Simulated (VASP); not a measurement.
Wanted: the native input for a VASP 6.6.1 run.

```
Task                               : band structure
Functional                         : PBE0
Potentials or basis                : VASP PAW PBE potentials, release 64 (Sn_d, O)
Cutoff                             : 520 eV
k mesh                             : 4 × 4 × 4
Occupations                        : gaussian, width 0.03 eV
Spin                               : no spin polarisation
Grid for exact exchange (PRECFOCK) : Fast
Exchange at q = 0                  : truncated
Further INCAR settings             : ALGO = Normal; EDIFF = 1e-07; NBANDS = 28
```

SnO:

```
CELL_PARAMETERS angstrom
3.83538 0.00000 0.00000
0.00000 3.83538 0.00000
0.00000 0.00000 4.72805
ATOMIC_POSITIONS crystal
Sn 0.50000 0.00000 0.24596
Sn 0.00000 0.50000 0.75404
O 0.00000 0.00000 0.00000
O 0.50000 0.50000 0.00000
```

These files were run (other wordings do the same):

POSCAR

```
SnO                                     
1.0
    3.8353841591      0.0000000000      0.0000000000
    0.0000000000      3.8353841591      0.0000000000
    0.0000000000      0.0000000000      4.7280509425
  Sn              O             
     2     2
Direct
     0.5000000000000000    0.0000000000000000    0.2459634789621177
     0.0000000000000000    0.5000000000000000    0.7540365210378823
     0.0000000000000000    0.0000000000000000    0.0000000000000000
     0.5000000000000000    0.5000000000000000    0.0000000000000000
```

INCAR.step1

```
ALGO = Normal ; EDIFF = 1E-5
ENCUT = 520 ; GGA = PE
ISIF = 2 ; ISMEAR = 0
KPAR = 4 ; LASPH = True
LCHARG = False ; LREAL = False
LWAVE = True ; NBANDS = 28
NELM = 80 ; PREC = Accurate
SIGMA = 0.03
```

INCAR.step2

```
AEXX = 0.25 ; ALGO = Normal
EDIFF = 1E-7 ; ENCUT = 520
GGA = PE ; HFRCUT = -1
ISIF = 2 ; ISMEAR = 0
ISTART = 1 ; KPAR = 4
LASPH = True ; LCHARG = False
LHFCALC = True ; LREAL = False
LWAVE = False ; NBANDS = 28
NELM = 80 ; PREC = Accurate
PRECFOCK = Fast ; SIGMA = 0.03
```

KPOINTS

```
k-points
0
Gamma
  4 4 4
```

KPOINTS_OPT

```
explicit points
6
Reciprocal
 0.0000000000  0.0000000000  0.0000000000 1
 0.5000000000  0.5000000000  0.5000000000 1
 0.5000000000  0.5000000000  0.0000000000 1
 0.0000000000  0.5000000000  0.5000000000 1
 0.0000000000  0.5000000000  0.0000000000 1
 0.0000000000  0.0000000000  0.5000000000 1
```

Potentials or basis: VASP PAW PBE potentials, release 64 (Sn_d, O).

Launch:

```sh
$ cat potpaw_PBE.64/Sn_d/POTCAR potpaw_PBE.64/O/POTCAR > POTCAR
$ cp INCAR.step1 INCAR
$ mpirun -np 4 vasp_std > vasp.out
$ cp INCAR.step2 INCAR
$ mpirun -np 4 vasp_std > vasp.out
```

It gave:

```yaml
Pressure: -2.3 GPa
Largest_force: 0.673 eV/Å
Band_gap_on_the_k_mesh: 0.88 eV, indirect (least direct gap 3.16 eV)
Band_gap_along_the_path: 0.88 eV, indirect (least direct gap 3.16 eV)
```

Caveat: the PAW data sets were made with another functional, which shifts forces and pressure a little; spin-orbit coupling is left out, which moves the levels of the heavy elements.

Run time: 15 min on 4 MPI ranks on Intel(R) Xeon(R) Platinum 8559C (Emerald Rapids), with other jobs on the host, peak memory 0.25 GiB a rank.
